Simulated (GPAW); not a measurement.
Crystal: Li.

```
Li
1.0
    -1.75465    1.75465    1.75465
     1.75465   -1.75465    1.75465
     1.75465    1.75465   -1.75465
Li
1
Direct
  0.00000 0.00000 0.00000
```

```yaml
Program: GPAW 26.7.0
Task: relaxation of cell and atoms
Functional: BLYP
Dispersion: D3(BJ)
Potentials_or_basis: PAW data sets generated in the run's folder for this functional
Cutoff: 800 eV
Basis: pw
k_mesh: 11 × 11 × 11
Occupations: fermi-dirac, width 0.05 eV
Spin: no spin polarisation
```

At the start: pressure -3.4 GPa; volume 21.61 Å³/atom.

Where does the relaxation end?

Over 5 steps the energy falls by 78.6 meV/atom and the volume is 15.77 Å³/atom (-27.0 %); space group Im-3m (No. 229, to 0.05 Å).

Step by step:
```csv
step,energy change (eV),largest force (eV/Å),pressure (GPa),volume (Å³)
1,0.0000,0.0000,-3.45,21.61
2,-0.0090,0.0000,-3.34,21.18
3,-0.0739,0.0000,1.46,14.69
4,-0.0784,0.0000,-0.27,15.99
5,-0.0786,0.0000,-0.01,15.77
```

Final structure:
```
CELL_PARAMETERS angstrom
-1.57965 1.57965 1.57965
1.57965 -1.57965 1.57965
1.57965 1.57965 -1.57965
ATOMIC_POSITIONS crystal
Li 0.00000 0.00000 0.00000
```

The cell as given is a measured one (21.61 Å³/atom); BLYP+D3(BJ) puts the equilibrium volume -27.0 % from it, thermal expansion not counted.

Caveat: later steps reuse the first step's grids; the volume moved by over 15 % at a fixed basis, so the end points are rough; the volume moved by -27 % from the deposited cell, more than functionals usually miss; pairwise dispersion overbinds metals, which lowers pressure and volume.
